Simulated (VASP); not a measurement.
# MnAs: DFT+U ground state, by Hubbard U and LDAUTYPE

MnAs, P6_3/mmc (no. 194), 4 atoms in the cell.

| Hubbard U (eV) | LDAUTYPE | Hund's J (eV) | Form of DFT+U | Gap (eV) | Largest site moment (muB) | Time (s) |
|---|---|---|---|---|---|---|
| Mn shell d, U 3.5 | 1 | 0.5 | Liechtenstein, U + J and J | 0.00 | 3.82 | 22 |
| Mn shell d, U 3 | 1 | – | Liechtenstein, J = 0 | 0.00 | 3.85 | 27 |
| Mn shell d, U 3.5 | 2 | 0.5 | Dudarev, U + J and J | 0.00 | 3.85 | 24 |
| Mn shell d, U 3 | 2 | – | Dudarev, U alone | 0.00 | 3.85 | 19 |
| Mn shell d, U 3.5 | 4 | 0.5 | type 4, U + J and J | 0.00 | 3.05 | 21 |
| – | – | – | none | 0.00 | 3.05 | 23 |

Limits: The cell is the same for all forms and was relaxed for none; total energies under different U or different forms can't be compared; magnetic orders weren't compared, so this needn't be the magnetic ground state.

## Input of the first row

INCAR:
```
SYSTEM = MnAs
PREC = Accurate ; ENCUT = 520
EDIFF = 1E-6 ; NELM = 200
ALGO = Normal ; ISMEAR = 0
SIGMA = 0.05 ; LREAL = .FALSE.
LASPH = .TRUE. ; LMAXMIX = 4
LORBIT = 11 ; LWAVE = .FALSE.
LCHARG = .FALSE. ; GGA = PE
ISPIN = 2 ; MAGMOM = 0 0 5 -5
ISIF = 2 ; AMIX = 0.2
BMIX = 1E-4 ; AMIX_MAG = 0.8
BMIX_MAG = 1E-4 ; LDAU = .TRUE.
LDAUTYPE = 1 ; LDAUL = -1 2
LDAUU = 0 3.5 ; LDAUJ = 0 0.5
LDAUPRINT = 1
```

KPOINTS:
```
k-points
0
Gamma
  7 7 4
```

POSCAR:
```
MnAs
1.0
    3.7100000000      0.0000000000      0.0000000000
   -1.8550000000      3.2129542480      0.0000000000
    0.0000000000      0.0000000000      5.6910000000
As Mn
2 2
Direct
    0.6666666667      0.3333333333      0.7500000000
    0.3333333333      0.6666666667      0.2500000000
    0.0000000000      0.0000000000      0.5000000000
    0.0000000000      0.0000000000      0.0000000000
```

Commands:
```
cat potpaw_PBE.64/As/POTCAR potpaw_PBE.64/Mn_pv/POTCAR > POTCAR
mpirun -np 4 vasp_std > vasp.out
```

Changes of the last row against the first:
```
- LDAU = True
- LDAUTYPE = 1
- LDAUL = -1 2
- LDAUU = 0 3.5
- LDAUJ = 0 0.5
- LDAUPRINT = 1
```

VASP 6.6.1 took 22 s on 4 cores (Intel Xeon Platinum 8488C (Sapphire Rapids)), a shared host.
